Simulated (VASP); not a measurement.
Sn, 2 atoms in the cell. Symmetry: Fd-3m, No. 227, cubic system. The conventional cell has a = 6.467 Å, b = 6.467 Å, c = 6.467 Å, α = 90.00°, β = 90.00°, γ = 90.00°. Sn (site symmetry -43m) has 4 Sn at 2.80 Å as nearest neighbours. This isn't the form of Sn at room conditions, which is tetragonal (white tin).

```yaml
Program: VASP 6.6.1
Task: single point
Functional: PBE
Potentials_or_basis: VASP PAW PBE potentials, release 64 (Sn_d)
Cutoff: 600 eV
k_mesh: 6 × 6 × 6
Occupations: gaussian, width 0.02 eV
Spin: no spin polarisation
Further_INCAR_settings: ALGO = Normal; EDIFF = 1e-07
```

Potentials or basis: VASP PAW PBE potentials, release 64 (Sn_d).

The run is started by

```bash
$ cat potpaw_PBE.64/Sn_d/POTCAR > POTCAR
$ mpirun -np 1 vasp_std > vasp.out
```

Hardware: 1 thread of Intel(R) Xeon(R) Platinum 8488C (Sapphire Rapids) (shared host).

**Question.** Estimate the wall time of this run.

**Answer.** Wall time 25 s on 1 thread of Intel(R) Xeon(R) Platinum 8488C (Sapphire Rapids), on a shared host, peak memory 0.23 GiB. Counts: scf iterations 12, k points 16.
